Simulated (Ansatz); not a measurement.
# BN (P-6m2), stationary points along a deformation path

The calculation used Ansatz 0.2.0, DFT PBEsol, scalar-relativistic, plane waves, PAW. The runs took a 420 eV cutoff, a Γ-centred 12×12×4 mesh and Gaussian smearing (0.05 eV). No spin polarisation. Energies are free energies at this smearing, counted from the undisturbed cell; pressure is positive in compression.

The undisturbed cell (as given, not relaxed at this level; it stands at -1.4 GPa; this form isn't the usual structure):

```
B N
1.0
     2.51000    0.00000    0.00000
    -1.25500    2.17372    0.00000
     0.00000    0.00000    6.69000
B N
2 2
Direct
  0.00000 0.00000 0.50000
  0.33333 0.66667 0.00000
  0.00000 0.00000 0.00000
  0.66667 0.33333 0.50000
```

The cell holds layers and no dispersion correction was added, so their binding is poorly described.

At fixed volume and fractional coordinates, lengths along (0.000, 0.000, 1.000) are scaled against those across it; ρ is that ratio over its starting value. V = 9.125 Å³/atom. Δσ is the stress along the axis less the mean stress across it (compression positive).

```
    ρ  ΔE (meV/atom)  Δσ (GPa) space group
0.800          339.8     73.54        P-6m2
0.850          189.8     56.55        P-6m2
0.920           56.2     31.93        P-6m2
0.960           16.1     17.58        P-6m2
1.000            0.0      3.08        P-6m2
1.050           11.1    -15.27        P-6m2
1.100           54.4    -33.87        P-6m2
1.200          227.7    -71.79        P-6m2
1.300          504.0   -110.65        P-6m2
```

Problem. How does the stress give the slope of the energy, and where is the energy stationary?

Solution. Along the path d ln(length) is 2/3 d ln ρ on the axis and −1/3 d ln ρ across it, so dE/d ln ρ = −(2/3) V Δσ: the energy falls with ρ where Δσ is positive. Δσ vanishes or changes sign between ρ = 1.000 and 1.050, a minimum (near 1.01 by linear interpolation). Pairs of stationary points between two samples would go unseen, and could change a minimum read from distant neighbours into a maximum.

Problem. Integrate that slope from ρ = 1 to 0.850 by the trapezoid rule.

Solution. With V/N in Å³ and 1 eV/Å³ = 160.2 GPa the slopes at ρ = 1.000, 0.960, 0.920, 0.850 are -117, -668, -1212, -2147 meV/atom per unit of ln ρ. The steps add 16.0 + 40.0 + 132.9 = 189.0 meV/atom, against 189.8 from the energies; the trapezoid rule misses the curvature of the slope within each step.